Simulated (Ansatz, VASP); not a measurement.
Given: the input of a run of Ansatz 0.2.0 on Mg.

File input.yaml:

```yaml
crystal:
  lattice:
    - [0.0, 2.2291934254, 2.2291934254]
    - [2.2291934254, 0.0, 2.2291934254]
    - [2.2291934254, 2.2291934254, 0.0]
  atoms:
    - { symbol: Mg, position: [0.0, 0.0, 0.0] }
hamiltonian:
  xc: pbe
  pseudopotentials: { kind: paw }
kpoints:
  mp_grid: { grid: [10, 10, 10] }
scf:
  occupations: { method: fermi_dirac, width: 0.05 }
output:
  forces: true
  stress: true
  eigenvalues: true
```

Potentials or basis: Ansatz PAW.

Launch:

```bash
$ ansatz run input.yaml --threads 1 --pin off --max-ram 3584MiB --backend cpu --events-out ev --progress --plain --runs-dir out
```

Question: Set up the same calculation for VASP 6.6.1. Potentials there: VASP PAW PBE potentials, release 64 (Mg).

Answer: As run (the cutoff follows the program's own potentials):

File INCAR:

```
SYSTEM = Mg
ALGO     = Normal         ! electronic algorithm
EDIFF    = 1E-7           ! SCF threshold, eV
ENCUT    = 520            ! plane-wave cutoff, eV
GGA      = PE             ! functional
ISIF     = 2              ! what is computed and relaxed
ISMEAR   = -1             ! smearing method
LASPH    = .TRUE.         ! aspherical terms in the spheres
LCHARG   = .FALSE.        ! write CHGCAR
LREAL    = .FALSE.        ! projectors in reciprocal space
LWAVE    = .FALSE.        ! write WAVECAR
NBANDS   = 7              ! bands
NELM     = 80             ! most SCF steps
PREC     = Accurate       ! precision mode
SIGMA    = 0.05           ! smearing width, eV
```

Contents of KPOINTS:

```
k-points
0
G
  10 10 10
  0 0 0
```

File POSCAR:

```
Mg
1.0
    0.0000000000      2.2291934254      2.2291934254
    2.2291934254      0.0000000000      2.2291934254
    2.2291934254      2.2291934254      0.0000000000
Mg
1
Direct
    0.0000000000      0.0000000000      0.0000000000
```

Potentials or basis: VASP PAW PBE potentials, release 64 (Mg).

Command:

```sh
$ cat potpaw_PBE.64/Mg/POTCAR > POTCAR
$ mpirun -np 1 vasp_std > vasp.out
```

Both were run:

|  | VASP | Ansatz | Ansatz less VASP |
| --- | --- | --- | --- |
| gap on the k mesh at the Fermi level (eV) | none | none | - |
| pressure (GPa) | 1.5 | 1.6 | +0.12 |

A gap of «none» marks a metal or a gap that the smearing closes. The two sets of potentials don't hold the same shells in valence.
